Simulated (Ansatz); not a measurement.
# H: computed properties

Method: Ansatz 0.2.0, DFT PBE, scalar-relativistic, plane waves, PAW.

Cutoff 420 eV; k points 8×8×4 on the computed 4-atom cell (Γ-centred); Gaussian smearing, width 0.02 eV; no spin polarisation.

The structure is relaxed at this level of theory with its symmetry kept. Whether it is the stable form of this composition wasn't checked.

It takes space group Cmcm (No. 63, orthorhombic). Conventional cell: a = 3.546 Å, b = 5.702 Å, c = 6.776 Å, α = 90.00°, β = 90.00°, γ = 90.00°. Around H (site symmetry m) lie 1 H at 0.75 Å.

| Property | Result |
| --- | --- |
| Volume per atom | 115.6 bohr³ |
| Formation energy from the elements' standard states (uncorrected) | -0.008 eV/atom |
| Kohn–Sham band gap | 8.81 eV, indirect from (0.417, 0.417, 0.000) to Γ |
| Löwdin character of the top 1 eV of the valence band | H 1s 97 % |
| Electron masses at the edge by Cartesian direction of the standard setting (m_e; degenerate bands sorted by energy; no spin-orbit coupling) | x: 1.1; y: 1.2; z: 0.56 |
| Hole masses at the edge by Cartesian direction of the standard setting (m_e; degenerate bands sorted by energy; no spin-orbit coupling) | x: over 30; y: 2.6; z: 3.7 |
| Bulk modulus | 0.5 GPa |
| Its pressure derivative | 5.6 |
| Electronic dielectric constant xx, yy, zz of the standard setting (independent particles) | 1.3, 1.5, 1.4 |
| Bader charges (e) | H (4 in the cell) 0.00 |

Each cell of H holds molecules, and where no dispersion correction was added their binding is poorly described.